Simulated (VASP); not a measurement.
Level of theory: PBE GGA, VASP's PBE PAW potentials (set 64) (plane waves; VASP 6.6.1).

The input files of a VASP run:

**INCAR**
```
SYSTEM = InN
PREC = Accurate; ENCUT = 400; LREAL = .FALSE.
LASPH = .TRUE.
EDIFF = 1E-6; NELM = 100; ALGO = Normal
LMAXMIX = 4
ISMEAR = 1; SIGMA = 0.1
GGA = PE
ISIF = 2
LWAVE = .FALSE.; LCHARG = .FALSE.
```

### POSCAR
```
InN
1.0
  3.5503360000   0.0000000000   0.0000000000
 -1.7751680000   3.0746810000   0.0000000000
  0.0000000000   0.0000000000  11.6228900000
In N
4 4
Cart
  0.0000000000   0.0000000000   0.0000000000
  0.0000000000   0.0000000000   5.8114450000
  1.7751697752   1.0248926418   8.7192596202
 -0.0000017752   2.0497883582   2.9078146202
  0.0000000000   0.0000000000   9.4396463424
  0.0000000000   0.0000000000   3.6282013424
  1.7751697752   1.0248926418   6.5470577081
 -0.0000017752   2.0497883582   0.7356127081
```

**KPOINTS**
```
Automatic mesh
0
Gamma
11 11 3
```

POTCAR, in this order: In_d N (PBE.64 set). Program: vasp_std.

Output

OSZICAR:
```
       N       E                     dE             d eps       ncg     rms          rms(c)
DAV:   1     0.788750815890E+03    0.78875E+03   -0.29110E+04  2760   0.194E+03
DAV:   2     0.867515012305E+02   -0.70200E+03   -0.68458E+03  2864   0.512E+02
DAV:   3    -0.432654487387E+02   -0.13002E+03   -0.12688E+03  3394   0.226E+02
DAV:   4    -0.515057280229E+02   -0.82403E+01   -0.81879E+01  3592   0.609E+01
DAV:   5    -0.516984586748E+02   -0.19273E+00   -0.19252E+00  3992   0.920E+00    0.198E+01
DAV:   6    -0.426095814955E+02    0.90889E+01   -0.43022E+01  4423   0.604E+01    0.157E+01
DAV:   7    -0.428817568119E+02   -0.27218E+00   -0.48387E+00  3006   0.126E+01    0.527E+00
DAV:   8    -0.428054983900E+02    0.76258E-01   -0.59602E-01  4349   0.588E+00    0.269E+00
DAV:   9    -0.427860995810E+02    0.19399E-01   -0.14580E-01  4317   0.397E+00    0.664E-01
DAV:  10    -0.427815925708E+02    0.45070E-02   -0.18125E-02  4039   0.143E+00    0.399E-01
DAV:  11    -0.427833499201E+02   -0.17573E-02   -0.28260E-02  4846   0.114E+00    0.285E-01
DAV:  12    -0.427820643475E+02    0.12856E-02   -0.63228E-03  4114   0.712E-01    0.126E-01
DAV:  13    -0.427820839330E+02   -0.19585E-04   -0.57535E-04  3063   0.130E-01    0.343E-02
DAV:  14    -0.427820763520E+02    0.75810E-05   -0.60393E-05  3928   0.531E-02    0.200E-02
DAV:  15    -0.427820769610E+02   -0.60906E-06   -0.62696E-06  2977   0.196E-02
   1 F= -.42782077E+02 E0= -.42782224E+02  d E =0.440862E-03
```

### OUTCAR
```
------------------------ aborting loop because EDIFF is reached ----------------------------------------
  FORCE on cell =-STRESS in cart. coord.  units (eV):
  Direction    XX          YY          ZZ          XY          YZ          ZX
  --------------------------------------------------------------------------------------
  Total       -0.0529230     -0.0529230     -0.6870192      0.0000000      0.0000000      0.0000000
  in kB       -0.6683004     -0.6683003     -8.6755260      0.0000000      0.0000000      0.0000000
  external PRESSURE =      -3.3373756 kB  Pullay stress =       0.0000000 kB
  volume of cell :      126.88
      direct lattice vectors                 reciprocal lattice vectors
     3.550336000  0.000000000  0.000000000     0.281663482  0.162618496  0.000000000
    -1.775168000  3.074681000  0.000000000     0.000000000  0.325236992  0.000000000
     0.000000000  0.000000000 11.622890000     0.000000000  0.000000000  0.086037122
 POSITION                                       TOTAL-FORCE (eV/Angst)
 -----------------------------------------------------------------------------------
      0.00000      0.00000      0.00000        -0.000000     -0.000000      0.074589
      0.00000      0.00000      5.81144         0.000000      0.000000      0.074589
      1.77517      1.02489      8.71926        -0.000000      0.000000     -0.013199
     -0.00000      2.04979      2.90781         0.000000     -0.000000     -0.013199
      0.00000      0.00000      9.43965         0.000000      0.000000      0.057418
      0.00000      0.00000      3.62820        -0.000000      0.000000      0.057418
      1.77517      1.02489      6.54706         0.000000      0.000000     -0.118808
     -0.00000      2.04979      0.73561        -0.000000      0.000000     -0.118808
 -----------------------------------------------------------------------------------
    total drift:                                0.000001      0.000001     -0.000131
  FREE ENERGIE OF THE ION-ELECTRON SYSTEM (eV)
  ---------------------------------------------------
  free  energy   TOTEN  =       -42.7820769610 eV

  energy  without entropy=      -42.7825178230  energy(sigma->0) =      -42.78222392
```
(Selected blocks of OUTCAR.)

At this cut-off the stress carries a Pulay error, which pulls relaxed volumes low.

The structure was generated: InN was put into an ordered model structure, which need not be its known phase. The cell was not relaxed at this level.
